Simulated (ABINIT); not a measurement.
Write the native input for ABINIT 10.8.3 (patched build) that does the following.

- Task: equation of state
- Functional: LDA
- Potentials or basis: JTH PAW LDA v2.0
- Cutoff: 707 eV
- k mesh: 9 × 9 × 9
- Occupations: fermi-dirac, width 0.05 eV
- Spin: no spin polarisation
- Fine-grid cutoff: 1306.15 eV

Crystal: YN.

```
CELL_PARAMETERS angstrom
0.00000 2.43850 2.43850
2.43850 0.00000 2.43850
2.43850 2.43850 0.00000
ATOMIC_POSITIONS crystal
Y 0.00000 0.00000 0.00000
N 0.50000 0.50000 0.50000
```

The input as run:

run.abi

```
# Datasets: one volume each
ndtset 7
getwfk -1
scalecart1 3*0.9795861087
scalecart2 3*0.9864848297
scalecart3 3*0.9932883884
scalecart4 3*1.0000000000
scalecart5 3*1.0066227096
scalecart6 3*1.0131594038
scalecart7 3*1.0196128224

# Pseudopotentials
pp_dirpath "./"
pseudos "Y.LDA_PW-JTH.xml, N.LDA_PW-JTH.xml"

# Structure
acell 6.5168334932 6.5168334932 6.5168334932
rprim
     0.0000000000     0.7071067812     0.7071067812
     0.7071067812     0.0000000000     0.7071067812
     0.7071067812     0.7071067812     0.0000000000
ntypat 2
znucl 39 7
natom 2
typat 1 2
xred
     0.0000000000     0.0000000000     0.0000000000
     0.5000000000     0.5000000000     0.5000000000

# Plane-wave basis
ecut 707.496042 eV
pawecutdg 48.0

# k points
kptopt 1
ngkpt 9 9 9
nshiftk 1
shiftk 0.0 0.0 0.0

# Exchange and correlation
ixc 7

# Bands and occupations
nband 12
occopt 3
tsmear 0.05 eV

# SCF cycle
nstep 100
tolvrs 1.0e-9

# Output
iomode 3
prtwf 1
prtden 0
prteig 0
prtebands 0
```

Potentials or basis: JTH PAW LDA v2.0.

Command:

```console
$ abinit run.abi > log 2>&1
```

It gave:

```
Equilibrium volume                      : 14.00 Å³/atom
Bulk modulus                            : 185 GPa
Pressure derivative of the bulk modulus : 4.5
```

Caveat: pressures at fixed basis lie under the slope of the energies.

Wall time 73 s on 1 thread of Intel(R) Xeon(R) 6975P-C (Granite Rapids) (shared host), peak memory 0.13 GiB.
